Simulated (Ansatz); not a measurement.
Runs of Ansatz 0.2.0 on TiSi2. The structure is orthorhombic, space group Immm (No. 71). Conventional cell: a = 2.946 Å, b = 3.424 Å, c = 8.424 Å, α = 90.00°, β = 90.00°, γ = 90.00°. Ti (site symmetry mmm) has 10 Si at 2.67 to 2.78 Å and 2 Ti at 2.95 Å as nearest neighbours. Around Si (site symmetry mm2) lie 7 Si at 2.63 to 2.95 Å and 5 Ti at 2.67 to 2.78 Å. The cell comes from a database or a generator and needn't be the stable form of this composition.

```csv
task,level,potentials or basis,cutoff (eV),basis error allowed,pressure (GPa),largest force (eV/Å)
band structure,PBEsol,all-electron PAW datasets made for the crystal,260,-,-3.6,0.07
band structure,PBEsol,"all-electron LAPW, non-relativistic",202,0.002 eV/atom,-3.5,(a)
band structure,PBEsol,"all-electron LAPW, inner shells corrected to Dirac's equation",202,0.002 eV/atom,-3.6,0.07
band structure,PBEsol,"all-electron LAPW, scalar-relativistic",202,0.002 eV/atom,-3.6,0.07
```

Alike in all rows: no spin polarisation; cell as given; k mesh 12 × 12 × 12; smearing fermi-dirac 0.05 eV.

Q: Estimate the missing entries.

A: (a) 0.05.

Not every run made on this cell is shown here.
